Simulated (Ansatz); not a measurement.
The system is Al.

```
Al
1.0
     2.72176    0.00000    0.00000
     0.00000    2.72176    0.00000
     0.00000    0.00000    2.72176
Al
1
Direct
  0.00000 0.00000 0.00000
```

The cell was built by a generator and needn't be a form met in nature.

```yaml
Program: Ansatz 0.2.0
Task: relaxation of cell and atoms
Functional: HSEsol
Potentials_or_basis: Ansatz PAW
Cutoff: "420 eV (not typed: the program's choice for these potentials)"
k_mesh: 5 × 5 × 5
Occupations: fermi-dirac, width 0.05 eV
Spin: no spin polarisation
```

At the start: volume 20.16 Å³/atom.

Problem. How do energy, volume and symmetry change on relaxing?

Solution. It ends after 4 steps and the volume is 19.61 Å³/atom (-2.7 %); space group Pm-3m (No. 221, to 0.05 Å).

The path:
```csv
step,energy change (eV),largest force (eV/Å),volume (Å³)
1,0.0000,0.0000,20.16
2,-0.0031,0.0000,19.58
3,-0.0031,0.0000,19.61
4,-0.0030,0.0000,19.61
```

Final structure:
```
Al
1.0
     2.69678    0.00000    0.00000
     0.00000    2.69678    0.00000
     0.00000    0.00000    2.69678
Al
1
Cartesian
  0.0000 0.0000 0.0000
```

Caveat: the k mesh is coarse (spacing up to 0.46 Å⁻¹), so the values aren't converged, least of all with exact exchange; the plane-wave basis is chosen anew once the cell has moved, so the energies of steps on either side of that aren't comparable; the PAW data sets come from PBE, with cores solved anew for the run's functional, which leaves a small shift of forces and pressure.
